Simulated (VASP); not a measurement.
A run of VASP 6.6.1 is set up as follows.

File INCAR:

```
PREC     = Accurate       # precision mode
ENCUT    = 600            # plane-wave cutoff, eV
EDIFF    = 1E-7           # SCF threshold, eV
ISMEAR   = 0              # smearing method
SIGMA    = 0.03           # smearing width, eV
LREAL    = F              # projectors in reciprocal space
LASPH    = T              # aspherical terms in the spheres
NELM     = 80             # most SCF steps
ALGO     = Normal         # electronic algorithm
ISIF     = 3              # what is computed and relaxed
LWAVE    = F              # write WAVECAR
LCHARG   = F              # write CHGCAR
METAGGA  = R2SCAN         # meta-GGA
LMIXTAU  = T            
IBRION   = 2              # ionic algorithm
NSW      = 90             # ionic steps
EDIFFG   = -0.005         # ionic threshold
```

Contents of KPOINTS:

```
Automatic mesh
0
Gamma
  10 10 10
```

POSCAR

```
LiCl                                    
1.0
   -0.0000000000      2.5414972660      2.5414972660
    2.5414972660      0.0000000000      2.5414972660
    2.5414972660      2.5414972660     -0.0000000000
  Li              Cl            
     1     1
Direct
     0.0000000000000000    0.0000000000000000    1.0000000000000000
     0.5000000000000000    0.5000000000000000    0.5000000000000000
```

Potentials or basis: VASP PAW PBE potentials, release 64 (Li_sv, Cl).

The run is started by

```sh
$ cat potpaw_PBE.64/Li_sv/POTCAR potpaw_PBE.64/Cl/POTCAR > POTCAR
$ mpirun -np 1 vasp_std > vasp.out
```

Task: Predict the relaxed cell.

Result: a = 3.596 Å, b = 3.596 Å, c = 3.596 Å, α = 60.00°, β = 60.00°, γ = 60.00°.

Task: Predict the relaxed volume.

Result: 16.44 Å³/atom.

Final structure:
```
Li Cl
1.0
     0.00000    2.54268    2.54268
     2.54268    0.00000    2.54268
     2.54268    2.54268    0.00000
Li Cl
1 1
Direct
  0.00000 0.00000 0.00000
  0.50000 0.50000 0.50000
```

Caveat: the cutoff is under 1.25 times the usual one of these potentials, so pressure, stress and relaxed cells hold a basis-set (Pulay) error; the PAW data sets were made with another functional, which shifts forces and pressure a little.
